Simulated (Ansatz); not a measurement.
A relaxation computed with Ansatz, from input to last step.

```yaml
crystal:
  lattice:
    - [2.322129274, 2.322129274, 0.0]
    - [-2.322129274, 2.322129274, 0.0]
    - [0.0, 0.0, 4.8740775276]
  atoms:
    - { symbol: Hf, position: [0.5, 0.5, 0.0] }
    - { symbol: Hf, position: [0.0, 0.0, 0.5] }
    - { symbol: B, position: [0.0, 0.0, 0.0] }
    - { symbol: B, position: [0.5, 0.5, 0.5] }
basis:
  ecutwfc: 420
kpoints:
  mp_grid: { grid: [16, 16, 12] }
hamiltonian:
  xc: pbesol
scf:
  occupations: { method: gaussian, width: 0.1 }
output:
  forces: true
  stress: true
  eigenvalues: true
  write_density: true
  write_potential: true
  elf: true
  volumetric_format: npy
relax:
  adjacent_minimum: "off"
  f_tol: 0.008
  max_steps: 40
  cell: { stress_tol: 0.015, fix: [a, b, gamma] }
```

```bash
ansatz run input.yaml --threads 1 --pin off --max-ram 2560MiB --backend cpu --events-out ev --progress --plain --runs-dir out
```

Method: DFT PBEsol, scalar-relativistic, plane waves, PAW (Ansatz).

Of 5 frames 4 are shown, positions in Å and forces in eV/Å; the SCF threshold varies from step to step. Steps run on the plane waves of an earlier cell, with a Pulay correction in the pressure. The basis is chosen afresh for the last frame, the zero of the energies, and at times for earlier ones too; energy and pressure can step there, also at an unchanged geometry. Where two frames share a geometry here, they differ by under 2 meV/atom and 0.3 GPa.

```xyz
4
Lattice="2.3221 2.3221 0.0000 -2.3221 2.3221 0.0000 0.0000 0.0000 4.8741" Properties=species:S:1:pos:R:3:forces:R:3 pbc="T T T" step=1 free_energy_over_end_meV_per_atom=1.64 pressure_GPa=9.13
Hf    0.0000    2.3221    0.0000    0.0000    0.0000    0.0000
Hf    0.0000    0.0000    2.4370    0.0000    0.0000    0.0000
B     0.0000    0.0000    0.0000    0.0000    0.0000    0.0000
B     0.0000    2.3221    2.4370    0.0000    0.0000    0.0000
4
Lattice="2.3221 2.3221 0.0000 -2.3221 2.3221 0.0000 0.0000 0.0000 4.7972" Properties=species:S:1:pos:R:3:forces:R:3 pbc="T T T" step=2 free_energy_over_end_meV_per_atom=0.54 pressure_GPa=12.18
Hf    0.0000    2.3221    0.0000    0.0000    0.0000    0.0000
Hf    0.0000    0.0000    2.3986    0.0000    0.0000    0.0000
B     0.0000    0.0000    0.0000    0.0000    0.0000    0.0000
B     0.0000    2.3221    2.3986    0.0000    0.0000    0.0000
4
Lattice="2.3221 2.3221 0.0000 -2.3221 2.3221 0.0000 0.0000 0.0000 4.8280" Properties=species:S:1:pos:R:3:forces:R:3 pbc="T T T" step=3 free_energy_over_end_meV_per_atom=-0.07 pressure_GPa=10.91
Hf    0.0000    2.3221    0.0000    0.0000    0.0000    0.0000
Hf    0.0000    0.0000    2.4140    0.0000    0.0000    0.0000
B     0.0000    0.0000    0.0000    0.0000    0.0000    0.0000
B     0.0000    2.3221    2.4140    0.0000    0.0000    0.0000
4
Lattice="2.3221 2.3221 0.0000 -2.3221 2.3221 0.0000 0.0000 0.0000 4.8267" Properties=species:S:1:pos:R:3:forces:R:3 pbc="T T T" step=5 free_energy_over_end_meV_per_atom=0.00 pressure_GPa=10.96
Hf    0.0000    2.3221    0.0000    0.0000    0.0000    0.0000
Hf    0.0000    0.0000    2.4134    0.0000    0.0000    0.0000
B     0.0000    0.0000    0.0000    0.0000    0.0000    0.0000
B     0.0000    2.3221    2.4134    0.0000    0.0000    0.0000
```

Time: 2.9 min on 1 thread of Arm Neoverse V2 (shared host), peak memory 0.67 GiB.

Spin–orbit coupling is left out, which can shift energies with elements as heavy as these.